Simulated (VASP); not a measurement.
Wanted: the native input for a VASP 6.6.1 run.

* Task: single point
* Functional: PBE
* Potentials or basis: VASP PAW PBE potentials, release 64 (Os)
* Cutoff: 520 eV
* k mesh: 11 × 11 × 6
* Occupations: gaussian, width 0.028 eV
* Spin: no spin polarisation
* Further INCAR settings: ALGO = Fast; EDIFF = 1e-06

The structure of Os lies in POSCAR:

```
Os
1.0
    2.7341000000      0.0000000000      0.0000000000
   -1.3670500000      2.3678000565      0.0000000000
    0.0000000000      0.0000000000      4.3197000000
Os
2
Direct
    0.6666666667      0.3333333333      0.7500000000
    0.3333333333      0.6666666667      0.2500000000
```

The input as run:

INCAR

```
SYSTEM = Os
PREC = Accurate ; ENCUT = 520
EDIFF = 1E-6 ; ISMEAR = 0
SIGMA = 0.028000000000000004 ; LREAL = .FALSE.
LASPH = .TRUE. ; NELM = 100
ALGO = Fast ; ISIF = 2
LWAVE = .FALSE. ; LCHARG = .FALSE.
GGA = PE
```

KPOINTS

```
regular mesh
0
G
  11 11 6
  0 0 0
```

Potentials or basis: VASP PAW PBE potentials, release 64 (Os).

Run with:

```console
$ cat potpaw_PBE.64/Os/POTCAR > POTCAR
$ mpirun -np 1 vasp_std > vasp.out
```

Results of the run:

```
Pressure               : 8.8 GPa
Band gap on the k mesh : none (metal or under the smearing width)
```

Wall time 14 s on 1 thread of Intel(R) Xeon(R) Platinum 8488C (Sapphire Rapids), with other jobs on the host, peak memory 0.14 GiB.
